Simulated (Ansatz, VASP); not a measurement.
**Cross-check of Al (Al strained to the junction's net) between VASP and Ansatz**

Aim: how closely do two programs agree when they are given the same cell, functional and k mesh? The structure shown is the end of the Ansatz relaxation below.

Calculated with Ansatz 0.2.0; plane waves, with VASP 6.6.1 beside it; single point at PBE.

### Step 1. Set-up

The structure is trigonal, space group R-3m (No. 166). Conventional cell: a = 2.930 Å, b = 2.930 Å, c = 6.851 Å, α = 90.00°, β = 90.00°, γ = 120.00°. Nearest to Al lie 12 Al at 2.84 to 2.93 Å.

### Step 2. Ansatz: relaxation, PBE

Ansatz runs on its default PAW (the set named soft_2) files.

This run makes the geometry at which the two programs are then compared.

Input file input.yaml:

```yaml
crystal:
  lattice:
    - [2.93, 0.0, 0.0]
    - [-1.465, 2.5374544331, 0.0]
    - [0.0, 0.0, 6.8718214839]
  atoms:
    - { symbol: Al, position: [0.0, 0.0, 0.0] }
    - { symbol: Al, position: [0.3333333333, 0.6666666667, 0.3333333333] }
    - { symbol: Al, position: [0.6666666667, 0.3333333333, 0.6666666667] }
kpoints:
  mp_grid: { grid: [18, 18, 5] }
scf:
  occupations: { method: fermi_dirac, width: 0.1 }
  max_iter: 150
hamiltonian:
  xc: pbe
relax:
  f_tol: 0.01
  max_steps: 40
  cell: { fix: [a, b, angles] }
```

The run is started by

```sh
ansatz run input.yaml --threads 4 --pin off --max-ram 12288MiB --backend cpu --events-out ev --progress --plain --runs-dir out
```

Numbers of over 12 decimals in the logs are rounded to 6 here.

Output:

```text
Engine: ansatz 0.2.0, x86_64-unknown-linux-gnu
Pseudopotentials: kind: paw
Pseudopotential: Al, paw, valence charge 3, recommended cutoff 420 eV (normal), Al.paw.azcp
Functional definition: PBE
  parameter kappa = 0.804
  parameter beta = 0.066725
  exchange = pbe_x(kappa = kappa, mu = beta*pi^2/3)
  correlation = pbe_c(beta = beta)
Crystal: 3 atoms, lattice volume = 51.090 Å³
Basis set: ecut = 420 eV, 995 PW (Γ), exchange–correlation on 40×40×96 points (8 copies of the dense FFT grid, shifted against one another)
Bands: 9, of which v1, the nominal top of the filled ones, is band 5 counted from 1 (4 counted from 0)
Symmetry: 36 space group operations
Space group: R-3m (ITA 166), of the structure as read, at distance tolerance 3.7e-5 Å
k-points: 165 of 1620
Non-local potential: Al, projectors of the file, l = 0: 2, l = 1: 2, l = 2: 1
PAW form: soft (Blöchl's): semilocal exchange-correlation on the pseudo side does not see the compensation charge
PAW one-centre angular grid: Al, 110 points (default); XC on 64 Gauss nodes
Initial density: superposition of atomic densities (neutral atoms: chi_scale 0, normalization atom), corrected by the library's trained network
Initial wavefunctions: pseudopotential atomic-orbital guess
Functional: x = pbe(κ = 0.804, μ = 0.219515), c = pbe(β = 0.066725)
SCF iter   1: F=—  HF=-1612.506212 eV  |F-HF|=—  |Δ(HF+E_count)|=         —  Δρ=7.13e-4  dr2=2.27e-4  ethr=1.77e-3  ⟨swp⟩=5.7  Hψ=26166  notcnv=0  defer=34
automatic band count: the SCF goes on with 13 bands, as 9 were too few: the levels above may hold too much charge
preconditioner: auto → none  [metal: Δε(μ)=0.056 eV  Ē_g=10.125 eV  σ=0.100 eV  W_gap=0.14  n_scr=4 (ndim 8)  ℏωp=15.6 eV  f_vac=0.000  D(μ)=1.19/eV (n_scr^D=4)  sad-step TF]
SCF iter   2: F=—  HF=-1612.506246 eV  |F-HF|=—  |Δ(HF+E_count)|=   3.41e-5  Δρ=4.28e-4  dr2=8.60e-5  ethr=2.53e-6  ⟨swp⟩=1.7  Hψ=3729  notcnv=0  defer=39
SCF iter   3: F=—  HF=-1612.506330 eV  |F-HF|=—  |Δ(HF+E_count)|=   8.47e-5  Δρ=2.03e-5  dr2=1.66e-7  ethr=9.56e-7  ⟨swp⟩=1.2  Hψ=1988  notcnv=0  defer=39
iter 4 did not close the SCF: its close was put off for the readings that it lacked (scf_convergence_deferred on its scf_iter line)
SCF iter   4: F=-1612.506330 eV  HF=-1612.506330 eV  |F-HF|=1.52e-9  |Δ(HF+E_count)|=   8.23e-8  Δρ=3.19e-6  dr2=5.09e-9  ethr=1.85e-9  ⟨swp⟩=2.1  Hψ=2595  notcnv=0  defer=39
iter 5 did not close the SCF: its close was put off for the readings that it lacked (scf_convergence_deferred on its scf_iter line)
SCF iter   5: F=-1612.506330 eV  HF=-1612.506330 eV  |F-HF|=4.87e-11  |Δ(HF+E_count)|=   1.19e-9  Δρ=6.75e-7  dr2=1.84e-10  ethr=5.65e-11  ⟨swp⟩=1.2  Hψ=1956  notcnv=0  defer=39
SCF iter   6: F=-1612.506330 eV  HF=-1612.506330 eV  |F-HF|=6.82e-13  |Δ(HF+E_count)|=  4.30e-11  Δρ=2.36e-8  dr2=1.66e-13  ethr=2.04e-12  ⟨swp⟩=1.0  Hψ=5278  notcnv=0
SCF 1 converged in 6 iterations: F = -1612.506330 eV  dr2 = 1.66e-13
  greatest PAW one-centre occupation: 0.446 electrons in one spin orbital (limit 2), on the Al atom at site 2 (counted from 0), in its partial waves of l = 0
relax step   1: F+E_penalty+E_count = -1612.50633045 eV  Δ(F+E_penalty+E_count) = +0.000e0 eV  max|allowed force component| = 2.657e-27 eV/Å  Δτ_max = 0.0000 Å  P = -2.170 GPa  Ω = 51.090 Å³  fix = [a, b, alpha, beta, gamma]  reactions: a -3.047, b -3.047 GPa  (6 SCF iters, dr2 threshold 1.00e-7 eV, accepted)
[...]
relax step   2: F+E_penalty+E_count = -1612.50660050 eV  Δ(F+E_penalty+E_count) = -2.701e-4 eV  max|allowed force component| = 1.928e-27 eV/Å  Δτ_max = 0.0000 Å  P = -1.942 GPa  Ω = 50.939 Å³  energy of the carried Pulay correction = +6.473e-5 eV  fix = [a, b, alpha, beta, gamma]  reactions: a -2.904, b -2.904 GPa  (3 SCF iters, dr2 threshold 3.00e-7 eV, accepted)
[...]
relax step   3: F+E_penalty+E_count = -1612.50653663 eV  Δ(F+E_penalty+E_count) = +6.387e-5 eV  max|allowed force component| = 1.444e-27 eV/Å  Δτ_max = 0.0000 Å  P = -1.944 GPa  Ω = 50.939 Å³  fix = [a, b, alpha, beta, gamma]  reactions: a -2.905, b -2.905 GPa  stress off target by 2.12e-2 GPa on what of the cell is left free  SCF on the basis re-selected at this cell (its energy is not comparable with the rows above)  (4 SCF iters)
basis re-selected at this cell: Δ(F+E_penalty+E_count) = +6.387e-5 eV, ΔP = -0.002 GPa vs the last step (what re-selecting the basis moved, of the pressure what is left beyond the Pulay correction that the steps carried, after the strain that the cell walked since its last selection, with what the two solves' SCF thresholds leave and, on support functions, any second-order correction that the steps lacked; it is no m [...]
SCF converged after 4 iterations
Free energy (F): -1612.506537 eV
Harris-Foulkes:  -1612.506537 eV  (|F-HF|=5.00e-12)
Internal energy: -1612.467374 eV  (E = F + TS)
E sigma→0 (E₀):  -1612.486955 eV
Entropy (-TS):   -0.039163 eV (-13.054 meV/atom)
Fermi energy:    7.637292 eV
--- Per-component energies (eV) ---
  E_band       = 29.743057
  E_kinetic    = 67.066397
  E_local      = 28.235213  (includes V_loc(G=0)·N_el)
  E_nonlocal   = 30.819366
  E_hartree    = 0.318472
  E_xc         = -118.642852
  E_vxc        = -86.148184  (∫ρ·V_xc dr)
  E_paw        = -1401.876855  (= ΣΔE_a)
  E_vpaw       = -10.866672  (= ΣTr[D̂ρ^β])
  E_aug_tail   = -0.000006  (compensation charges beyond the density's cutoff)
  E_ewald      = -218.387109
  E_smearing   = -0.039163  (= −TS)
  E_closure    = 0.000000  (closes the sum)
  Σ components = -1612.506537   (vs F -1612.506537, Δ=0.00e0)
--- Forces (eV/Å), atoms counted from 1 ---
  atom   1  Al     0.00000000    -0.00000000     0.00000000
  atom   2  Al     0.00000000    -0.00000000     0.00000000
  atom   3  Al     0.00000000    -0.00000000     0.00000000
  max |Σ_I F_I| component: 2.17e-27 eV/Å
--- Stress (GPa, compression-positive) ---
       -2.904739       0.000000       0.000000
       -0.000000      -2.904739       0.000000
        0.000000       0.000000      -0.021179
  P = ⅓ Tr σ = -1.9436 GPa (-19.436 kbar)
--- Relaxed structure (2 steps of the walk, 2 accepted, 1 SCFs on fresh bases) ---
  F+E_penalty+E_count = -1612.50653663 eV   max|allowed force component| = 1.444e-27 eV/Å   (the final SCF, on the basis selected at the relaxed cell)
  cell:  # Å, volume = 50.9391 Å³
    - [2.930000, 0, 0]
    - [-1.465000, 2.537454, 0]
    - [0, 0, 6.851496]
  atoms:
    - { symbol: Al, position: [0, 0, 0] }
    - { symbol: Al, position: [0.333333, 0.666667, 0.333333] }
    - { symbol: Al, position: [0.666667, 0.333333, 0.666667] }
```

### Step 3. VASP: single point, PBE

The same cell, functional, mesh and smearing now go to VASP, with its own data sets.

Lines of VASP's logs that name or quote its potential files are left out, and so is its time.

Input file INCAR:

```
SYSTEM = Al
PREC = Accurate
ENCUT = 500
EDIFF = 1E-06
NELM = 120
ISMEAR = -1
SIGMA = 0.1
LREAL = .FALSE.
ALGO = Normal
GGA = PE
NBANDS = 10
LORBIT = 11
LWAVE = .FALSE.
LCHARG = .FALSE.
ISIF = 2
LASPH = .TRUE.
GGA_COMPAT = .FALSE.
```

Input file POSCAR:

```
Al
1.0
    2.9300000000      0.0000000000      0.0000000000
   -1.4650000000      2.5374544331      0.0000000000
    0.0000000000      0.0000000000      6.8514961984
Al
3
Direct
    0.0000000000      0.0000000000      0.0000000000
    0.3333333333      0.6666666667      0.3333333333
    0.6666666667      0.3333333333      0.6666666667
```

Input file KPOINTS:

```
Automatic mesh
0
Gamma
18 18 5
0 0 0
```

The projector-augmented-wave data sets are Al (PBE family, release 64).

The run is started by

```sh
mpirun -np 1 vasp_std
```

Output:

```text
[banner, memory and clock lines left out]
running    1 mpi-ranks, on    1 nodes
 distrk:  each k-point on    1 cores,    1 groups
 distr:  one band on    1 cores,    1 groups

 POSCAR found type information on POSCAR Al
 POSCAR found :  1 types and       3 ions
 LDA part: xc-table for (Slater+PW92), standard interpolation
 POSCAR, INCAR and KPOINTS ok, starting setup
 FFT: planning ... GRIDC
 FFT: planning ... GRID_SOFT
 FFT: planning ... GRID
 WAVECAR not read
 entering main loop
       N       E                     dE             d eps       ncg     rms          rms(c)
DAV:   1     0.217892572124E+01    0.21789E+01   -0.28772E+03  3324   0.608E+02
DAV:   2    -0.108975895659E+02   -0.13077E+02   -0.12397E+02  4312   0.730E+01
DAV:   3    -0.112999493383E+02   -0.40236E+00   -0.39325E+00  4588   0.110E+01
DAV:   4    -0.113027344124E+02   -0.27851E-02   -0.27778E-02  4256   0.938E-01
DAV:   5    -0.113027553252E+02   -0.20913E-04   -0.20911E-04  4160   0.847E-02    0.219E+00
DAV:   6    -0.112644845680E+02    0.38271E-01   -0.50905E-03  3948   0.479E-01    0.127E+00
DAV:   7    -0.112367380527E+02    0.27747E-01   -0.13639E-02  3648   0.734E-01    0.198E-01
DAV:   8    -0.112365335890E+02    0.20446E-03   -0.14366E-04  4868   0.820E-02    0.172E-02
DAV:   9    -0.112365277727E+02    0.58163E-05   -0.28732E-06  4062   0.101E-02    0.192E-03
DAV:  10    -0.112365260801E+02    0.16926E-05   -0.26999E-08  2338   0.132E-03    0.769E-04
DAV:  11    -0.112365260490E+02    0.31039E-07   -0.24063E-09  2048   0.396E-04
   1 F= -.11236526E+02 E0= -.11216971E+02  d E =-.391099E-01
```

OUTCAR, selected parts (step 3):

```text
ion  position               nearest neighbor table
   1  0.000  0.000  0.000-   2 2.84   3 2.84   3 2.84   2 2.84   3 2.84   2 2.84
   2  0.333  0.667  0.333-   1 2.84   1 2.84   1 2.84   3 2.84   3 2.84   3 2.84
   3  0.667  0.333  0.667-   1 2.84   1 2.84   1 2.84   2 2.84   2 2.84   2 2.84

  LATTYP: Found a hexagonal cell.
 ALAT       =     2.9300000000
 C/A-ratio  =     2.3383946070

 Subroutine GETGRP returns: Found 12 space group operations
 (whereof 12 operations were pure point group operations)

The static configuration has the point symmetry D_3d.

 Found    165 irreducible k-points:

   k-points           NKPTS =    165   k-points in BZ     NKDIM =    165   number of bands    NBANDS=     10

   dimension x,y,z NGX =    24 NGY =   24 NGZ =   50
   dimension x,y,z NGXF=    48 NGYF=   48 NGZF=  100

   ENCUT  =  500.0 eV  36.75 Ry    6.06 a.u.   5.34  5.34 12.49*2*pi/ulx,y,z

   NELECT =       9.0000    total number of electrons

 k-points in reciprocal lattice and weights: Automatic mesh
   0.00000000  0.00000000  0.00000000       0.001
   0.05555556 -0.00000000  0.00000000       0.004
   0.11111111 -0.00000000  0.00000000       0.004
   0.16666667 -0.00000000  0.00000000       0.004
   0.22222222 -0.00000000  0.00000000       0.004
   0.27777778  0.00000000  0.00000000       0.004
   0.33333333 -0.00000000  0.00000000       0.004
   0.38888889 -0.00000000  0.00000000       0.004
   0.44444444 -0.00000000  0.00000000       0.004
[...]
-0.27777778 -0.38888889  0.40000000       0.007
   0.33333333  0.33333333  0.40000000       0.002

 average (electrostatic) potential at core
       1 -72.9625       2 -72.9625       3 -72.9625

 E-fermi :   7.6943

 k-point     1 :       0.0000    0.0000    0.0000
  band No.  band energies     occupation
      1      -3.2351      2.00000
      2      -0.1156      2.00000
      3      -0.1156      2.00000
      4       8.8994      0.00001
      5       8.8994      0.00001
      6      17.5835      0.00000
      7      17.5835      0.00000
      8      17.5835      0.00000
    ...

 k-point     2 :       0.0556   -0.0000    0.0000
  band No.  band energies     occupation
      1      -3.1642      2.00000
      2      -0.0462      2.00000
      3      -0.0462      2.00000
      4       8.9607      0.00001
      5       8.9619      0.00001
      6      16.0184      0.00000
      7      16.5487      0.00000
      8      17.9007      0.00000
    ...

 k-point     3 :       0.1111   -0.0000    0.0000
  band No.  band energies     occupation
      1      -2.9516      2.00000
      2       0.1616      2.00000
      3       0.1617      2.00000
      4       9.1370      0.00000
      5       9.1497      0.00000
      6      14.1091      0.00000
      7      15.6294      0.00000
      8      16.5970      0.00000
    ...

  Total       -0.9345557     -0.9345557     -0.0196858      0.0000000      0.0000000      0.0000000
  in kB      -29.3943908    -29.3943908     -0.6191723      0.0000000      0.0000000      0.0000000
  external PRESSURE =     -19.8026513 kB  Pullay stress =       0.0000000 kB

  energy-cutoff  :      500.00
  volume of cell :       50.94
      direct lattice vectors                 reciprocal lattice vectors
     2.930000000  0.000000000  0.000000000     0.341296928  0.197047873  0.000000000
    -1.465000000  2.537454433  0.000000000     0.000000000  0.394095747  0.000000000
     0.000000000  0.000000000  6.851496198     0.000000000  0.000000000  0.145953522

 POSITION                                       TOTAL-FORCE (eV/Angst)
 -----------------------------------------------------------------------------------
      0.00000      0.00000      0.00000        -0.000000      0.000000     -0.000000
     -0.00000      1.69164      2.28383         0.000000     -0.000000      0.000000
      1.46500      0.84582      4.56766         0.000000      0.000000     -0.000000
 -----------------------------------------------------------------------------------
    total drift:                                0.000000     -0.000000      0.000000

  FREE ENERGIE OF THE ION-ELECTRON SYSTEM (eV)
  ---------------------------------------------------
  free  energy   TOTEN  =       -11.2365260490 eV

  energy  without entropy=      -11.1974161101  energy(sigma->0) =      -11.21697108

 total charge
# of ion       s       p       d       tot
------------------------------------------
    1        0.430   0.329   0.000   0.760
    2        0.430   0.329   0.000   0.760
    3        0.430   0.329   0.000   0.760
--------------------------------------------------
tot          1.291   0.987   0.000   2.279

[... 3 further parts left out ...]
```

The run ends at a pressure of -1.98 GPa.

### Step 4. Side by side

Known differences besides the potentials themselves: the cutoff is 420 eV in Ansatz and 500 eV in VASP; Ansatz's pressure holds a Pulay correction, VASP's none. Total energies have different zeros and are not compared.

Compared:

```csv
quantity,Ansatz,VASP,difference
pressure (GPa),-1.94,-1.98,+0.04
```

### Step 5. Results

* difference in pressure (single point, PBE): 0.037 GPa

In words: The difference in pressure is 0.037 GPa (single point, PBE), within the 1 GPa picked in this series as the mark of a large difference. How closely two codes agree says nothing of how well the functional describes the real material.

[Lines on the potential files, build, host, timing and source positions are cut from VASP's logs without a mark.]

[Logs are printed without paths, hosts, clocks, repeated set-up lines and the standing remarks that a program may print on its own settings, such as how far it seeks lower states.]

[Hosts, paths, dates, database ids (printed as entryN), source tags and the programs' standing remarks are cut or masked in the printed files.]
